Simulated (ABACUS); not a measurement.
WS2 (Tungstenite) in ABACUS: the effect of functional

The system is WS2 (Tungstenite).

```
W S
1.0
     3.18000    0.00000    0.00000
    -1.59000    2.75396    0.00000
     0.00000    0.00000   12.50000
W S
2 4
Direct
  0.66667 0.33333 0.75000
  0.33333 0.66667 0.25000
  0.66667 0.33333 0.37500
  0.33333 0.66667 0.87500
  0.66667 0.33333 0.12500
  0.33333 0.66667 0.62500
```

Alike in all runs:

```yaml
Program: ABACUS 3.10.1
Task: single point
Potentials_or_basis: PseudoDojo NC SR 0.4.1 PBE standard
Cutoff: 1361 eV
Density_cutoff: 5442 eV
Basis: DZP LCAO (the cutoffs set its grid)
k_mesh: 7 × 7 × 2
Occupations: fermi-dirac, width 0.05 eV
Spin: no spin polarisation
```

| functional | gap on the mesh (eV) | pressure (GPa) | largest force (eV/Å) |
| --- | --- | --- | --- |
| LDA | 1.07 | -2.1 | 0.11 |
| PBEsol | ? | ? | ? |
| revPBE | 1.17 | 5.9 | 0.43 |
| SOGGA | 1.10 | -1.8 | 0.10 |

What does the run with functional PBEsol give?

gap on the mesh 1.10 eV; pressure -0.2 GPa; largest force 0.18 eV/Å.

Caveats: the atomic orbitals were generated for these runs and aren't a published set; the potentials were made for another functional, which shifts forces and pressure; spin-orbit coupling is left out, which moves the levels of the heavy elements; an odd mesh through Γ misses points on the zone boundary, where band edges often lie; the basis of atomic orbitals isn't converged, which shifts pressures, moduli and gaps; this functional lacks dispersion, which binds the layers, so the pressure and a relaxed spacing across them are unreliable (some runs).

Runs at the PBE level aren't shown here.
